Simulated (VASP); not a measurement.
# Cs2AgBiBr6 (Fm-3m) in VASP: a series of runs, part 2 of 2

VASP 6.6.1.

## 4. Optical spectrum, PBE

INCAR reads:

```
SYSTEM = Cs2AgBiBr6
ALGO = Fast
CSHIFT = 0.1
EDIFF = 1E-6
ENCUT = 520
GGA = PE
ISIF = 2
ISMEAR = 0
KPAR = 4
LASPH = .True.
LCHARG = .False.
LOPTICS = .True.
LREAL = .False.
LWAVE = .False.
NBANDS = 75
NEDOS = 2000
NELM = 80
PREC = Accurate
SIGMA = 0.03
```

KPOINTS reads:

```
k-points
0
Gamma
  4 4 4
  0 0 0
```

POSCAR reads:

```
Cs2AgBiBr6                              
1.0
    0.0000000000      5.5936098718      5.5936098718
    5.5936098718      0.0000000000      5.5936098718
    5.5936098718      5.5936098718      0.0000000000
  Cs              Ag              Bi              Br            
     2     1     1     6
Direct
     0.2500000000000000    0.2500000000000000    0.2500000000000000
     0.7500000000000000    0.7500000000000000    0.7500000000000000
     0.5000000000000000    0.5000000000000000    0.5000000000000000
     0.0000000000000000    0.0000000000000000    0.0000000000000000
     0.2539881990043966    0.7460118009956034    0.2539881990043966
     0.2539881990043966    0.7460118009956034    0.7460118009956034
     0.7460118009956034    0.2539881990043966    0.7460118009956034
     0.7460118009956034    0.2539881990043966    0.2539881990043966
     0.2539881990043966    0.2539881990043966    0.7460118009956034
     0.7460118009956034    0.7460118009956034    0.2539881990043966
```

Potentials or basis: VASP PAW PBE potentials, release 64 (Cs_sv, Ag, Bi_d, Br).

Run with:

```console
$ cat potpaw_PBE.64/Cs_sv/POTCAR potpaw_PBE.64/Ag/POTCAR potpaw_PBE.64/Bi_d/POTCAR potpaw_PBE.64/Br/POTCAR > POTCAR
$ mpirun -np 4 vasp_std > vasp.out
```

OUTCAR:

```text
SYSTEM = Cs2AgBiBr6
   EDIFF = 1E-6
   ENCUT = 520
   GGA = PE
   ISIF = 2
   ISMEAR = 0
   LASPH = .True.
   LREAL = .False.
   NELM = 80
   PREC = Accurate

 ion  position               nearest neighbor table
   1  0.250  0.250  0.250-
   2  0.750  0.750  0.750-
   3  0.500  0.500  0.500-   5 2.75   6 2.75   7 2.75   8 2.75   9 2.75  10 2.75
   4  0.000  0.000  0.000-   5 2.84   6 2.84   7 2.84   8 2.84   9 2.84  10 2.84
   5  0.254  0.746  0.254-   3 2.75   4 2.84
   6  0.254  0.746  0.746-   3 2.75   4 2.84
   7  0.746  0.254  0.746-   3 2.75   4 2.84
   8  0.746  0.254  0.254-   3 2.75   4 2.84
   9  0.254  0.254  0.746-   3 2.75   4 2.84
  10  0.746  0.746  0.254-   3 2.75   4 2.84

  LATTYP: Found a face centered cubic cell.
[... 707 lines left out ...]
     0.83525     0.06735     0.06735     0.06735    -0.00000    -0.00000     0.00000
     1.25288     0.12934     0.12934     0.12934    -0.00000    -0.00000     0.00000
     1.67051     0.26914     0.26914     0.26914    -0.00000    -0.00000     0.00000
     2.08813     0.88211     0.88211     0.88211    -0.00000    -0.00000    -0.00000
[... 92 lines left out ...]
    40.92741     0.00069     0.00069     0.00069     0.00000     0.00000     0.00000
    41.34504     0.00067     0.00067     0.00067     0.00000     0.00000     0.00000

  frequency dependent      REAL DIELECTRIC FUNCTION (independent particle, no local field effects) density-density
     E(ev)        X           Y           Z          XY          YZ          ZX
  --------------------------------------------------------------------------------------------------------------
     0.00000     5.60711     5.60711     5.60711    -0.00000    -0.00000     0.00000
     0.41763     5.66736     5.66736     5.66736    -0.00000    -0.00000     0.00000
     0.83525     5.86394     5.86394     5.86394    -0.00000    -0.00000     0.00000
     1.25288     6.25815     6.25815     6.25815    -0.00000    -0.00000     0.00000
     1.67051     7.03049     7.03049     7.03049    -0.00000    -0.00000     0.00000
     2.08813     8.91949     8.91949     8.91949    -0.00000    -0.00000     0.00000
[... 92 lines left out ...]
    40.92741     0.87277     0.87277     0.87277     0.00000     0.00000    -0.00000
    41.34504     0.87561     0.87561     0.87561     0.00000     0.00000    -0.00000

  frequency dependent IMAGINARY DIELECTRIC FUNCTION (independent particle, no local field effects) current-current
     E(ev)      X         Y         Z        XY        YZ        ZX
  --------------------------------------------------------------------------------------------------------------
     0.00000    44.10478    44.10478    44.10478     0.00000     0.00000    -0.00000
     0.41763     2.26350     2.26350     2.26350     0.00000     0.00000    -0.00000
     0.83525     1.23132     1.23132     1.23132     0.00000     0.00000    -0.00000
     1.25288     0.96816     0.96816     0.96816     0.00000     0.00000    -0.00000
     1.67051     0.99063     0.99063     0.99063     0.00000     0.00000    -0.00000
     2.08813     1.64065     1.64065     1.64065     0.00000     0.00000    -0.00000
[... 92 lines left out ...]
    40.92741     0.00007     0.00007     0.00007     0.00000     0.00000    -0.00000
    41.34504     0.00007     0.00007     0.00007     0.00000     0.00000    -0.00000

  frequency dependent      REAL DIELECTRIC FUNCTION (independent particle, no local field effects) current-current
     E(ev)        X           Y           Z          XY          YZ          ZX
  --------------------------------------------------------------------------------------------------------------
     0.00000     5.59109     5.59109     5.59109     0.00000     0.00000    -0.00000
     0.41763     5.65059     5.65059     5.65059     0.00000     0.00000    -0.00000
     0.83525     5.84508     5.84508     5.84508     0.00000     0.00000    -0.00000
     1.25288     6.23454     6.23454     6.23454     0.00000     0.00000    -0.00000
     1.67051     6.99493     6.99493     6.99493     0.00000     0.00000    -0.00000
     2.08813     8.83133     8.83133     8.83133     0.00000     0.00000    -0.00000
[... 92 lines left out ...]
    40.92741     0.87280     0.87280     0.87280    -0.00000    -0.00000     0.00000
    41.34504     0.87564     0.87564     0.87564    -0.00000    -0.00000     0.00000
```

Wall time 56 s (4 MPI ranks of Intel Xeon 6975P-C (Granite Rapids), shared host); peak memory 0.82 GiB.

Results:

```yaml
Free_energy: -29.4553 eV
Pressure: 1.9 GPa
Largest_force: 0.046 eV/Å
Band_gap_on_the_k_mesh: 1.19 eV, indirect (least direct gap 2.41 eV)
```

Forces on the atoms (eV/Å):
```
Cs   0.000  0.000  0.000
Cs   0.000  0.000  0.000
Ag   0.000  0.000  0.000
Bi   0.000  0.000  0.000
Br   0.000 -0.046  0.000
Br   0.046  0.000  0.000
Br   0.000  0.046  0.000
Br  -0.046  0.000  0.000
Br   0.000  0.000 -0.046
Br   0.000  0.000  0.046
```

Levels at points of the mesh, in eV from the valence-band top:
```tsv
k point	band 39	band 40	band 41	band 42	band 43	band 44	band 45	band 46	band 47	band 48
(0.00, 0.00, 0.00)	-1.28	-1.28	-1.28	-0.63	-0.63	2.14	2.14	2.14	3.61	4.44
(0.50, 0.00, 0.00)	-1.60	-1.60	-1.52	-1.27	-1.27	1.19	3.57	3.57	4.93	5.03
(0.50, 0.50, 0.00)	-1.64	-1.64	-1.29	-0.64	0.00	2.65	2.65	3.01	4.57	5.23
```

Dielectric function (mean over the directions given):
| energy (eV) | real part | imaginary part |
| --- | --- | --- |
| 0.25 | 5.63 | 0.02 |
| 0.75 | 5.81 | 0.06 |
| 1.25 | 6.26 | 0.13 |
| 1.75 | 7.27 | 0.32 |
| 2.26 | 10.63 | 2.30 |
| 2.76 | 8.36 | 9.81 |
| 3.26 | 2.07 | 4.73 |
| 3.76 | 0.87 | 5.00 |
| 4.26 | 0.58 | 3.07 |
| 4.76 | 1.70 | 1.96 |
| 5.26 | 1.53 | 2.18 |
| 5.76 | 2.65 | 1.07 |
| 6.26 | 3.37 | 1.54 |
| 6.77 | 3.38 | 3.27 |
| 7.27 | 2.29 | 4.16 |
| 7.77 | 1.50 | 4.10 |
| 8.27 | 0.69 | 2.81 |
| 8.77 | 0.99 | 2.42 |
| 9.27 | 1.25 | 3.29 |
| 9.77 | 0.89 | 2.84 |
| 10.36 | -0.14 | 2.91 |
| 10.86 | 0.00 | 2.67 |
| 11.36 | -0.25 | 1.72 |
| 11.86 | 0.08 | 1.56 |
| 12.36 | 0.51 | 1.65 |
| 12.86 | 0.52 | 1.95 |
| 13.36 | -0.27 | 2.34 |
| 13.87 | -0.90 | 1.86 |
| 14.37 | -0.72 | 1.33 |
| 14.87 | -1.09 | 1.05 |
| 15.37 | -0.76 | 0.53 |
| 15.87 | -0.34 | 0.45 |
| 16.37 | -0.46 | 0.39 |
| 16.87 | -0.25 | 0.29 |
| 17.37 | -0.20 | 0.22 |
| 17.87 | -0.10 | 0.13 |
| 18.38 | -0.01 | 0.09 |
| 18.88 | 0.12 | 0.04 |
| 19.38 | 0.22 | 0.02 |
| 19.96 | 0.30 | 0.02 |

Caveat: spectra need much finer meshes, so this one isn't converged; independent-particle spectra lack excitons; spin-orbit coupling is left out, which as a rule narrows the gap of such compounds by several tenths of an eV.

## 5. The runs side by side

```tsv
task	spin	k mesh	monkhorst-Pack mesh	pressure (GPa)	largest force (eV/Å)
band structure	SOC, no magnetisation	4 × 4 × 4	-	2.0	0.02
dielectric tensor	off	6 × 6 × 6	yes	-	-
optical spectrum	off	4 × 4 × 4	-	1.9	0.05
```

Alike in all rows: level PBE; potentials or basis VASP PAW PBE potentials, release 64 (Cs_sv, Ag, Bi_d, Br); cell as given; cutoff (eV) 520; smearing gaussian 0.03 eV.

Caveats: spin-orbit coupling is left out, which moves the levels of the heavy elements (some runs); spectra need much finer meshes, so this one isn't converged (some runs); independent-particle spectra lack excitons (some runs); spin-orbit coupling is left out, which as a rule narrows the gap of such compounds by several tenths of an eV (some runs).

Absolute energies hang on the potentials; compare differences alone.
